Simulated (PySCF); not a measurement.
**Sn in PySCF: convergence with k mesh**

Input of the first run (k mesh 2 × 2 × 2); the others differ in this setting and in those tied to it:

run.py

```python
import json
import numpy as np
from pyscf.pbc import gto, scf, dft, df

cell = gto.Cell()
cell.basis = 'DZVP-MOLOPT-SR-GTH-q4'
cell.pseudo = 'GTH-PBE-q4'
cell.fromfile('Sn.cif')
cell.ke_cutoff = 50  # hartree
cell.exp_to_discard = 0.02
cell.precision = 1e-08
cell.space_group_symmetry = True
cell.symmorphic = False
cell.max_memory = 2940  # MB
cell.verbose = 4
cell.build()

res = {}
kpts = cell.make_kpts([2, 2, 2], space_group_symmetry=True, time_reversal_symmetry=True)
cell.space_group_symmetry = False  # the mesh holds the operations; no search on the supercells of the integral code
mf = dft.KRKS(cell, kpts, xc='blyp')
mf = mf.multigrid_numint()
mf = mf.smearing(sigma=0.00183747, method='fermi')  # hartree
mf.conv_tol = 1e-07
mf.max_cycle = 60

mf.kernel()
res.update(converged=bool(mf.converged), e_tot=mf.e_tot, nelec=cell.nelectron, nao=cell.nao, mesh=list(map(int, cell.mesh)), a=cell.lattice_vectors().tolist(), coords=cell.atom_coords().tolist(),
           mo_energy=[np.real(x).tolist() for x in mf.mo_energy], mo_occ=[np.real(x).tolist() for x in mf.mo_occ])
res.update(e_free=mf.e_free, e_zero=mf.e_zero)
res.update(kpts=kpts.kpts_scaled_ibz.tolist(), weights=kpts.weights_ibz.tolist())
res['parts'] = {k: float(np.real(v)) for k, v in mf.scf_summary.items() if np.isscalar(v)}
json.dump(res, open('results.json', 'w'))
if not mf.converged:
    raise SystemExit('SCF not converged')

print('levels (eV)')
for i, kp in enumerate(res['kpts'][:40]):
    print('k %7.4f %7.4f %7.4f  ' % tuple(kp), ' '.join('%.3f' % (x * 27.211386) for x in res['mo_energy'][i][:9]))

mf = mf.to_khf()  # unfold to the whole mesh
kpts = mf.kpts
# Mulliken populations
dm, s = np.asarray(mf.make_rdm1()), np.asarray(mf.get_ovlp())
sites = cell.aoslice_by_atom()[:, 2:]
tot = np.einsum('kij,kji->i', dm, s).real / len(kpts)
res['mulliken'] = [cell.atom_charge(i) - tot[a0:a1].sum() for i, (a0, a1) in enumerate(sites)]
print('Mulliken charges', np.round(res['mulliken'], 5))
res['meta_lowdin'] = mf.mulliken_meta()[1].tolist()
res['done'] = True
json.dump(res, open('results.json', 'w'))
```

File Sn.cif:

```cif
data_Sn
_cell_length_a 4.57263724
_cell_length_b 4.57263724
_cell_length_c 4.57263724
_cell_angle_alpha 60.00000000
_cell_angle_beta 60.00000000
_cell_angle_gamma 60.00000000
_space_group_name_H-M_alt 'P1'
_space_group_name_Hall 'P 1'
_space_group_IT_number 1
loop_
_space_group_symop_operation_xyz
'x,y,z'
loop_
_atom_site_label
_atom_site_type_symbol
_atom_site_symmetry_multiplicity
_atom_site_Wyckoff_symbol
_atom_site_fract_x
_atom_site_fract_y
_atom_site_fract_z
_atom_site_occupancy
Sn1 Sn 1 a 0.7500000000 0.7500000000 0.7500000000 1
Sn2 Sn 1 a 0.5000000000 0.5000000000 0.5000000000 1
```

Potentials or basis: DZVP-MOLOPT-SR/GTH-PBE (potentials made for PBE).

The run is started by

```console
$ OMP_NUM_THREADS=2 python -u run.py > log
```

This isn't the form of Sn at room conditions, which is tetragonal (white tin).

Hardware: 2 threads of Arm Neoverse V1 (shared host).

```tsv
k mesh	energy less the tightest run, at zero smearing (meV/atom)	SCF cycles	CPU time (s)	peak memory (GiB)
2 × 2 × 2	1103.77	5	180	0.25
3 × 3 × 3	270.47	5	200	0.48
4 × 4 × 4	78.88	5	240	0.92
5 × 5 × 5	20.93	5	430	1.6
6 × 6 × 6	0.00	5	1300	3.9
7 × 7 × 7	timed out after 750 s	-	-	-
```

Not settled before the last step: the energy (to 1 meV/atom). Meshes of other sizes hit other points, so gaps and Fermi surfaces needn't settle smoothly. The tightest run that finished is the yardstick and may itself not be fully converged.

Caveat, for the tightest run too: the basis of atomic orbitals isn't converged, which shifts pressures, moduli and gaps.
